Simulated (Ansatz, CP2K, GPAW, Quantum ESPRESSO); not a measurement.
# One calculation of Os, 4 ways

```
Os
1.0
     2.73410    0.00000    0.00000
    -1.36705    2.36780    0.00000
     0.00000    0.00000    4.31970
Os
2
Direct
  0.66667 0.33333 0.75000
  0.33333 0.66667 0.25000
```

Alike in all runs: task band structure; functional RPBE; k mesh 11 × 11 × 6; occupations fermi-dirac, width 0.05 eV; no spin polarisation; no spin-orbit coupling. Pressure is positive in compression and, in plane waves, holds the error of the finite cutoff.

| program and potentials | plane-wave cutoff (eV) | notes | pressure (GPa) |
| --- | --- | --- | --- |
| Quantum ESPRESSO, SG15 PBE 1.2 | 952 | potentials made for PBE; 16 valence electrons an atom on average | 11.53 |
| GPAW, the program's PAW data sets (release 1.2.1) made for this functional | 600 | 14 valence electrons an atom on average | 11.43 |
| CP2K, POTENTIAL_UZH Os GTH-PBE-q16; TZVP-MOLOPT-PBE-GTH basis | - | atomic basis; potentials made for PBE; 16 valence electrons an atom on average | 10.22 |
| Ansatz, all-electron LAPW, scalar-relativistic | - | - | 12.92 |

The pressure spans 10.22 (CP2K, POTENTIAL_UZH Os GTH-PBE-q16; TZVP-MOLOPT-PBE-GTH basis) to 12.92 GPa (Ansatz, all-electron LAPW, scalar-relativistic), with all-electron results at 12.92. The cell lies far from this level's equilibrium. Rows in atomic bases carry the error of their basis and grid, which can be large.

The functional is the same throughout but for its coding, so the spread measures potentials, basis and numerics; runs on potential files found faulty are left out.
